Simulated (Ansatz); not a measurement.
# SnSe2: how the settings move a single-point run, part 2 of 2

Question: which choices in the input matter for SnSe2? The cell is built on a prototype (3R-MoS2 type) and needn't be the phase found in nature.

Ansatz 0.2.0; reference level DFT, HSE06, plane waves, PAW. Earlier steps stand in the parts before.

## (5) Changing settings: singularity regularized

File input.yaml:

```yaml
crystal:
  lattice:
    - [1.8950116508, 1.0940854867, 6.0269119653]
    - [-1.8950116508, 1.0940854867, 6.0269119653]
    - [0.0, -2.1881709734, 6.0269119653]
  atoms:
    - { symbol: Sn, position: [-0.0002292479, -0.0002292479, -0.0002292479] }
    - { symbol: Se, position: [0.4278747019, 0.4278747019, 0.4278747019] }
    - { symbol: Se, position: [0.2390212127, 0.2390212127, 0.2390212127] }
kpoints:
  mp_grid: { grid: [4, 4, 4] }
hamiltonian:
  xc: hse06
scf:
  occupations: { method: fermi_dirac, width: 0.02 }
  n_extra_bands: 4
  exx: { singularity: regularized }
output:
  forces: true
  stress: true
  eigenvalues: true
```

Command:

```sh
ansatz run input.yaml --threads 4 --pin off --max-ram 3686MiB --backend cpu --events-out ev --progress --plain --runs-dir out
```

Standard output, shortened:

```text
Warning: output.stress: scf.convergence.dr2_threshold = 1e-7 eV (the SCF's general default) is looser than the 3e-10 eV advised for a printed stress (1e-10 eV for each atom of the cell: 3). What an SCF threshold leaves in a stress goes as its square root, and in the free energy as the [...]
Warning: output.stress: scf.exx.energy_threshold = 1e-6 eV is looser than the 3e-8 eV advised for a stress under a hybrid functional (1e-8 eV for each atom of the cell: 3). Every SCF of the exchange loop can meet its threshold on dr2 while the loop round them stops early: no threshold on [...]
Warning: RAYON_NUM_THREADS=4 ignored (pool sized by the plan → 4); use --threads N
[...]
scf.n_extra_bands = 4 over 23 filled bands (N_el = 46.0): the run solves 27 bands
[...]
Pseudopotentials: kind: paw
Pseudopotential: Sn, paw, valence charge 14, recommended cutoff 420 eV (normal), Sn.paw.azcp
Pseudopotential: Se, paw, valence charge 16, recommended cutoff 420 eV (normal), Se.paw.azcp
Functional definition: HSE06
[...]
Crystal: 3 atoms, lattice volume = 74.974 Å³
[...]
Frozen-core exchange: fock
[...]
SCF iter   4: F=-16969.479047 eV  HF=-16969.479047 eV  |F-HF|=2.18e-11  |Δ(HF+E_count)|=  3.35e-10  Δρ=3.64e-7  dr2=7.24e-11  ethr=1.96e-12  ⟨swp⟩=4.0  Hψ=847  notcnv=0
[...]
hybrid outer 3: dexx = +1.036e-8 eV, tail = 4.27e-10 eV, Δε = 1.77e-4 eV (about 4.16e-5 eV left of the loop's levels), ΔF = 1.09e-3 eV/Å (tail 4.17e-4)
hybrid SCF converged: 3 outer / 21 inner (+10 warm-up), last move |dexx| = 1.04e-8 eV, tail = 4.27e-10 eV
Stability not checked: this state was not tested for a lower state beside it, because the functional holds exact exchange (a hybrid, or Hartree-Fock), whose exchange loop this test does not read (fock_operator; see scf.lower_state_search)
Free energy (F): -16969.479047 eV
Frozen-core exchange: fock
[...]
E sigma→0 (E₀):  -16969.478342 eV
Entropy (-TS):   -0.001410 eV (-0.470 meV/atom)
Fermi energy:    8.945143 eV
[...]
--- Forces (eV/Å), atoms counted from 1 ---
  atom   1  Sn     0.00000000    -0.00000000     0.01452201
  atom   2  Se    -0.00000000    -0.00000000    -0.32247169
  atom   3  Se    -0.00000000     0.00000000     0.30793791
[...]
--- Stress (GPa, compression-positive) ---
        0.497698      -0.000000       0.000000
       -0.000000       0.497698       0.000000
        0.000000       0.000000      -0.364652
  P = ⅓ Tr σ = 0.2102 GPa (2.102 kbar)
--- Band table (eV; the first three rows and the last of 13) ---
[... band rows left out ...]
[...]
```

Wall time 23 s (4 threads of AMD EPYC 7B13 (Zen 3), shared host); peak memory 1.4 GiB.

The run with the changed singularity converges; its total energy is not set against the reference here.

## (6) Variant: exchange pbe, correlation pbe, coeff 0.35, omega 0.5

File input.yaml:

```yaml
crystal:
  lattice:
    - [1.8950116508, 1.0940854867, 6.0269119653]
    - [-1.8950116508, 1.0940854867, 6.0269119653]
    - [0.0, -2.1881709734, 6.0269119653]
  atoms:
    - { symbol: Sn, position: [-0.0002292479, -0.0002292479, -0.0002292479] }
    - { symbol: Se, position: [0.4278747019, 0.4278747019, 0.4278747019] }
    - { symbol: Se, position: [0.2390212127, 0.2390212127, 0.2390212127] }
kpoints:
  mp_grid: { grid: [4, 4, 4] }
hamiltonian:
  xc: { exchange: pbe, correlation: pbe, exx: { coeff: 0.35, omega: 0.5 } }
scf:
  occupations: { method: fermi_dirac, width: 0.02 }
  n_extra_bands: 4
output:
  forces: true
  stress: true
  eigenvalues: true
```

Command:

```sh
ansatz run input.yaml --threads 4 --pin off --max-ram 3686MiB --backend cpu --events-out ev --progress --plain --runs-dir out
```

Standard output, shortened:

```text
Warning: output.stress: scf.convergence.dr2_threshold = 1e-7 eV (the SCF's general default) is looser than the 3e-10 eV advised for a printed stress (1e-10 eV for each atom of the cell: 3). What an SCF threshold leaves in a stress goes as its square root, and in the free energy as the [...]
Warning: output.stress: scf.exx.energy_threshold = 1e-6 eV is looser than the 3e-8 eV advised for a stress under a hybrid functional (1e-8 eV for each atom of the cell: 3). Every SCF of the exchange loop can meet its threshold on dr2 while the loop round them stops early: no threshold on [...]
Warning: RAYON_NUM_THREADS=4 ignored (pool sized by the plan → 4); use --threads N
[...]
scf.n_extra_bands = 4 over 23 filled bands (N_el = 46.0): the run solves 27 bands
[...]
[... 4 set-up lines as earlier in the session ...]
[...]
Crystal: 3 atoms, lattice volume = 74.974 Å³
[...]
Frozen-core exchange: fock
[...]
SCF iter   3: F=-16972.044729 eV  HF=-16972.044729 eV  |F-HF|=9.24e-10  |Δ(HF+E_count)|=   2.00e-9  Δρ=9.96e-7  dr2=1.06e-9  ethr=1.52e-11  ⟨swp⟩=3.0  Hψ=686  notcnv=0
[...]
hybrid outer 3: dexx = +7.429e-9 eV, tail = 3.27e-9 eV, Δε = 8.52e-5 eV (about 2.83e-5 eV left of the loop's levels), ΔF = 3.17e-4 eV/Å (tail 5.33e-4)
hybrid SCF converged: 3 outer / 20 inner (+10 warm-up), last move |dexx| = 7.43e-9 eV, tail = 3.27e-9 eV
Stability not checked: this state was not tested for a lower state beside it, because the functional holds exact exchange (a hybrid, or Hartree-Fock), whose exchange loop this test does not read (fock_operator; see scf.lower_state_search)
Free energy (F): -16972.044729 eV
Frozen-core exchange: fock
[...]
E sigma→0 (E₀):  -16972.042244 eV
Entropy (-TS):   -0.004969 eV (-1.656 meV/atom)
Fermi energy:    9.001777 eV
[...]
--- Forces (eV/Å), atoms counted from 1 ---
  atom   1  Sn    -0.00000000    -0.00000000     0.01646319
  atom   2  Se     0.00000000    -0.00000000    -0.18997111
  atom   3  Se     0.00000000     0.00000000     0.17349185
[...]
--- Stress (GPa, compression-positive) ---
        1.542010      -0.000000       0.000000
       -0.000000       1.542010       0.000000
        0.000000       0.000000      -0.875221
  P = ⅓ Tr σ = 0.7363 GPa (7.363 kbar)
--- Band table (eV; the first three rows and the last of 13) ---
[... band rows left out ...]
[...]
```

It took 23 s on 4 threads of AMD EPYC 7B13 (Zen 3), shared host; peak memory 1.4 GiB.

Total energies don't compare across a change of functional; the pressure goes from 0.2 to 0.7 GPa, the gap on the mesh closes (it was 0.06 eV) and the largest force goes from 0.32 to 0.19 eV/Å. At this fixed cell a higher pressure means that this functional prefers a larger volume than the reference.

## (7) A run with other settings

File input.yaml:

```yaml
crystal:
  lattice:
    - [1.8950116508, 1.0940854867, 6.0269119653]
    - [-1.8950116508, 1.0940854867, 6.0269119653]
    - [0.0, -2.1881709734, 6.0269119653]
  atoms:
    - { symbol: Sn, position: [-0.0002292479, -0.0002292479, -0.0002292479] }
    - { symbol: Se, position: [0.4278747019, 0.4278747019, 0.4278747019] }
    - { symbol: Se, position: [0.2390212127, 0.2390212127, 0.2390212127] }
kpoints:
  mp_grid: { grid: [4, 4, 4] }
hamiltonian:
  xc: hse06
scf:
  occupations: { method: fermi_dirac, width: 0.02 }
  n_extra_bands: 4
  convergence: { dr2_threshold: 0.0001 }
  max_iter: 73
output:
  forces: true
  stress: true
  eigenvalues: true
```

Command:

```sh
ansatz run input.yaml --threads 4 --pin off --max-ram 3686MiB --backend cpu --events-out ev --progress --plain --runs-dir out
```

Standard output, shortened:

```text
Warning: scf.convergence.dr2_threshold = 1e-4 eV is looser than this run's default, which is 1e-7 eV or tighter. The error in the forces grows as the threshold's square root, so leave the key out unless less accurate forces are enough
Warning: output.stress: scf.convergence.dr2_threshold = 1e-4 eV is looser than the 3e-10 eV advised for a printed stress (1e-10 eV for each atom of the cell: 3). What an SCF threshold leaves in a stress goes as its square root, and in the free energy as the threshold itself, and one [...]
Warning: output.stress: scf.exx.energy_threshold = 1e-6 eV is looser than the 3e-8 eV advised for a stress under a hybrid functional (1e-8 eV for each atom of the cell: 3). Every SCF of the exchange loop can meet its threshold on dr2 while the loop round them stops early: no threshold on [...]
Warning: RAYON_NUM_THREADS=4 ignored (pool sized by the plan → 4); use --threads N
[...]
scf.n_extra_bands = 4 over 23 filled bands (N_el = 46.0): the run solves 27 bands
[...]
[... 4 set-up lines as earlier in the session ...]
[...]
Crystal: 3 atoms, lattice volume = 74.974 Å³
[...]
Frozen-core exchange: fock
[...]
SCF iter   4: F=-16969.479220 eV  HF=-16969.479220 eV  |F-HF|=7.28e-12  |Δ(HF+E_count)|=  1.38e-10  Δρ=3.18e-7  dr2=9.06e-11  ethr=1.60e-12  ⟨swp⟩=3.5  Hψ=762  notcnv=0
[...]
hybrid outer 3: dexx = +6.857e-9 eV, tail = 3.71e-10 eV, Δε = 1.30e-4 eV (about 1.49e-5 eV left of the loop's levels), ΔF = 1.04e-3 eV/Å (tail 3.05e-4)
hybrid SCF converged: 3 outer / 21 inner (+6 warm-up), last move |dexx| = 6.86e-9 eV, tail = 3.71e-10 eV
Stability not checked: this state was not tested for a lower state beside it, because the functional holds exact exchange (a hybrid, or Hartree-Fock), whose exchange loop this test does not read (fock_operator; see scf.lower_state_search)
Free energy (F): -16969.479220 eV
Frozen-core exchange: fock
[...]
E sigma→0 (E₀):  -16969.478512 eV
Entropy (-TS):   -0.001415 eV (-0.472 meV/atom)
Fermi energy:    8.945217 eV
[...]
--- Forces (eV/Å), atoms counted from 1 ---
  atom   1  Sn    -0.00000000    -0.00000000     0.01456593
  atom   2  Se     0.00000000    -0.00000000    -0.32250178
  atom   3  Se     0.00000000     0.00000000     0.30794147
[...]
--- Stress (GPa, compression-positive) ---
        0.504962      -0.000000       0.000000
       -0.000000       0.504962       0.000000
        0.000000       0.000000      -0.365234
  P = ⅓ Tr σ = 0.2149 GPa (2.149 kbar)
--- Band table (eV; the first three rows and the last of 13) ---
[... band rows left out ...]
[...]
```

It took 22 s on 4 threads of AMD EPYC 7B13 (Zen 3), shared host; peak memory 1.4 GiB.

## (8) Can this result be trusted?

The run converged and reported no error, with warnings (force scf threshold loose, stress exchange threshold loose, stress scf threshold loose). Its log warns: «scf.convergence.dr2_threshold = 1e-4 eV is looser than this run's default, which is 1e-7 eV or tighter. The error in the forces grows as the threshold's square root ...»

The threshold asked is loose, but the program put off the close and ended at dr2 = 9.0e-11, so little accuracy was lost here.

The way back: delete scf.convergence.dr2_threshold (the default then holds).

Same state: the changed convergence setting leaves the energy within 0.5 meV/atom. Cost: 27 SCF cycles against 31.

## (9) All runs together

What follows sums up all 2 parts.

```tsv
run	ending	energy change	pressure (GPa)	gap (eV)	force (eV/Å)	cycles	time
reference	converged	0	0.2	0.06	0.32	31	23 s
1: exchange pbe, correlation pbe, coeff 0.3, omega 0.1	converged	not comparable	-0.8	0.52	0.49	38	27 s
2: exchange pbe, correlation pbe, coeff 0.2, omega 0.2078	converged	not comparable	0.9	0.00	0.22	27	23 s
3: singularity regularized	converged	-	0.2	0.06	0.32	31	23 s
4: exchange pbe, correlation pbe, coeff 0.35, omega 0.5	converged	not comparable	0.7	0.00	0.19	30	23 s
5: dr2_threshold 0.0001	converged	0.0 meV/atom	0.2	0.06	0.32	27	22 s
```

Residual by cycle in the longest SCF loop of each run; runs are numbered as in the table. The quantity is the density residual dr2, in eV.

```tsv
cycle	reference	run 1	run 2	run 3	run 4	run 5
1	0.0126	0.0123	0.0129	0.0126	0.0123	4.8e-5
2	0.00512	0.00488	0.00535	0.00512	0.00488	3.6e-5
3	9.2e-4	9.7e-4	8.8e-4	9.2e-4	1.0e-3	1.5e-5
4	1.5e-4	1.8e-4	1.2e-4	1.5e-4	1.9e-4	5.5e-6
5	4.1e-6	4.9e-6	3.7e-6	4.1e-6	5.8e-6	1.4e-6
6	5.4e-7	5.4e-7	6.8e-7	5.4e-7	5.3e-7	9.6e-8
7	7.2e-7	2.1e-7	6.0e-7	7.2e-7	1.9e-8	3.2e-8
8	3.8e-9	9.9e-9	4.3e-9	3.8e-9	9.1e-9	3.6e-9
9	5.7e-10	1.0e-9	8.1e-10	5.7e-10	2.9e-9	8.3e-10
10	2.3e-11	4.7e-11	3.9e-11	2.3e-11	7.0e-11	-
```

What this shows: «dr2_threshold 0.0001» leaves the energy as it was.
